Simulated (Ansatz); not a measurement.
Several faces are cut from this relaxed crystal of HfO$_{2}$:

```
Hf O
1.0
     0.00000    2.54881    2.54881
     2.54881    0.00000    2.54881
     2.54881    2.54881    0.00000
Hf O
1 2
Direct
  0.00000 0.00000 0.00000
  0.25000 0.25000 0.25000
  0.75000 0.75000 0.75000
```

Miller indices refer to the conventional cell, a = 5.098 Å, b = 5.098 Å, c = 5.098 Å, α = 90.00°, β = 90.00°, γ = 90.00°.

Level of theory: Ansatz 0.2.0, DFT PBE, scalar-relativistic, plane waves, PAW. Cutoff 420 eV, Γ-centred meshes, Gaussian smearing of 0.05 eV, no spin polarisation.

All atoms of each slab relax at the bulk's in-plane cell, with a dipole correction; γ is the mean of a slab's two faces. Bonds are neighbours within 10 % of the shortest distances in the bulk.

Problem. How do these faces compare: (110), ending in HfO2; (111), ending in O?

Solution. 
```json
{"face": "(110), ending in HfO2", "planes": "6", "thickness (Å)": "9.0", "area (Å²)": "18.37", "cut bonds per Å²": "0.218", "γ as cut (J/m²)": "2.01", "γ relaxed (J/m²)": "1.24"}
{"face": "(111), ending in O", "planes": "12", "thickness (Å)": "10.3", "area (Å²)": "11.25", "cut bonds per Å²": "0.178", "γ as cut (J/m²)": "0.92", "γ relaxed (J/m²)": "0.87"}
```

Problem. Which shape does a crystal take in vacuum at zero temperature, if only these faces and their equivalents are allowed (Wulff construction)?

Solution. Shares of the surface area: (110) 0 %, (111) 100 %. A face with no share lies too high to cut the shape that the others make. Faces that weren't computed or are left out here could take a part.

Faces whose slabs rebuild by over 0.8 Å, distort in their middle or lose their symmetry through the k mesh, and polar cuts of insulators, are left out. Of the terminations computed for a plane the cheapest is shown.

The slabs are thin, so differences under about 0.05 J/m² aren't settled, and faces are 1×1 cells, without the reconstructions that some real ones have. Spin-orbit coupling is left out, which matters for the bands of heavy elements. The fluorite structure is a prototype's; whether HfO2 takes it wasn't checked.

The order follows the density of bonds that each cut crosses: the fewer, the cheaper the face.

The (111) face is clearly the cheaper one, and relaxation narrows its lead without overturning it. Both cuts are non-polar: (110) consists of neutral, stoichiometric planes, while (111) separates O–Hf–O trilayers that carry no net dipole. The difference therefore lies mainly in coordination. A surface Hf loses one oxygen neighbour at (111) but two at (110), where the strongly ionic bonding makes the missing anions costly. Bond density alone doesn't set the size of the gap, since the energies as cut differ far more than the densities do.

The more open (110) face recovers much of its cost, falling from 2.01 to 1.24 J/m², probably because its ions can move to strengthen the remaining Hf–O bonds. The close-packed (111) face barely gains. Even after relaxation, (110) remains too expensive to bevel the edges of the (111) octahedron. That shape belongs to cubic hafnia and can't be carried over to the monoclinic phase, the stable form at low temperature, whose faces are inequivalent in other ways.
